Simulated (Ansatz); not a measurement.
Runs of Ansatz 0.2.0 on GaP. Symmetry: F-43m, No. 216, cubic system. The conventional cell has a = 5.451 Å, b = 5.451 Å, c = 5.451 Å, α = 90.00°, β = 90.00°, γ = 90.00°. Ga (site symmetry -43m) has 4 P at 2.36 Å as nearest neighbours. P (site symmetry -43m) has 4 Ga at 2.36 Å as nearest neighbours. 

```tsv
task	level	potentials or basis	cell	k mesh	cutoff (eV)	smearing	basis error allowed	mesh quality	gap on the mesh (eV)	pressure (GPa)	relaxed volume (Å³/atom)
single point	PBE0	all-electron PAW datasets made for the crystal	as given	6 × 6 × 6	270	fermi-dirac 0.05 eV	-	not flagged	(a)	-	-
relaxation of cell and atoms	PBE+D3(BJ)	all-electron LAPW, scalar-relativistic	relaxed	8 × 8 × 8	-	fermi-dirac 0.05 eV	0.001 eV/atom	not flagged	1.64	0.0	20.18
phonons	PBE	all-electron LAPW, scalar-relativistic	as given	6 × 6 × 6	302	fermi-dirac 0.05 eV	0.001 eV/atom	not flagged	1.65	-	-
relaxation of cell and atoms	BLYP	all-electron LAPW, scalar-relativistic	relaxed	8 × 8 × 8	-	fermi-dirac 0.05 eV	0.001 eV/atom	not flagged	1.03	0.0	21.94
phonons	LDA	all-electron LAPW, scalar-relativistic	as given	6 × 6 × 6	302	fermi-dirac 0.05 eV	0.001 eV/atom	not flagged	1.49	-	-
single point	HSE06	all-electron PAW datasets made for the crystal	as given	6 × 6 × 6	270	fermi-dirac 0.05 eV	-	not flagged	2.29	-	-
relaxation of cell and atoms	PBEsol	all-electron LAPW, scalar-relativistic	relaxed	8 × 8 × 8	-	fermi-dirac 0.05 eV	0.001 eV/atom	not flagged	1.50	0.0	20.10
single point	PBE	all-electron LAPW, scalar-relativistic	as given	4 × 4 × 4	254	fermi-dirac 0.04 eV	0.002 eV/atom	coarse	1.63	(b)	-
single point	RPBE	all-electron LAPW, scalar-relativistic	the cell as VASP's run set it	8 × 8 × 8	278	gaussian 0.05 eV	0.001 eV/atom	not flagged	1.74	4.6	-
phonons	PBE	all-electron LAPW, scalar-relativistic	as given	8 × 8 × 8	276	fermi-dirac 0.05 eV	0.002 eV/atom	not flagged	1.64	-	-
single point	PBE	all-electron LAPW, scalar-relativistic	as given	8 × 8 × 8	278	gaussian 0.014 eV	0.001 eV/atom	not flagged	1.64	2.5	-
```

Alike in all rows: no spin polarisation.

Q: Estimate the missing entries.

A: (a) 2.96; (b) 2.9.

Caveats: some runs use coarse meshes.

A k mesh can miss the band edges, and the runs leave out spin-orbit coupling on Ga.

Not every run made on this cell is shown here.
